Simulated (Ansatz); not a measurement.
# AgCl: stiffness from a series of strains

```
CELL_PARAMETERS angstrom
1.87091 -5.55660 0.00000
1.87091 5.55660 0.00000
0.00000 0.00000 3.92404
ATOMIC_POSITIONS crystal
Ag 0.39656 0.60344 0.75000
Ag 0.60344 0.39656 0.25000
Cl 0.86545 0.13455 0.25000
Cl 0.13455 0.86545 0.75000
```

Atoms are numbered in the order listed.

Conventional cell: a = 3.742 Å, b = 11.113 Å, c = 3.924 Å, α = 90.00°, β = 90.00°, γ = 90.00°. Ag (atom 1) is surrounded by 5 Cl at 2.73 to 2.91 Å and 2 Ag at 3.02 Å. Cl (atom 3) is surrounded by 5 Ag at 2.73 to 2.91 Å.

The cell is the one relaxed in the Materials Project (mp-570858), not relaxed further here; entries there can be hypothetical.

Method: DFT, PBE, all-electron LAPW, scalar-relativistic (Ansatz 0.2.0).

Settings: a Γ-centred 9×9×8 k mesh, Fermi–Dirac smearing of 0.03 eV, basis error target 1 meV/atom, no spin polarisation.

The strain is applied along the Cartesian axes of the cell as listed (the other components stay zero). Fractional coordinates are held (clamped ions).

σ is the change of stress from the unstrained cell, which is at 1.70 GPa; tension is positive, so slopes are stress–strain coefficients at that pressure.

Only quantities that a quadratic follows smoothly over the whole series are listed; rougher ones are left out.

```tsv
εxx = εyy	σzz (GPa)	σxx (GPa)
-0.0300	-3.86	-4.06
-0.0200	-2.43	-2.59
-0.0100	-1.15	-1.24
0.0000	0.00	0.00
0.0200	1.93	2.19
0.0300	2.74	3.16
```

**Question.** Fit the series and read off the stiffness at zero strain.

**Answer.** Least-squares fits y = p0 + p1 x + p2 x² to the rows give σzz (GPa): p1 = 110, p2 = -630; σxx (GPa): p1 = 120, p2 = -500. So C13 + C23 = 110 GPa and C11 + C12 = 120 GPa, for these axes.

**Question.** One run, at εxx = εyy = 0.0100, is withheld. Predict its row.

**Answer.** The fits give 1.04, 1.15; the run gave 1.02, 1.14.
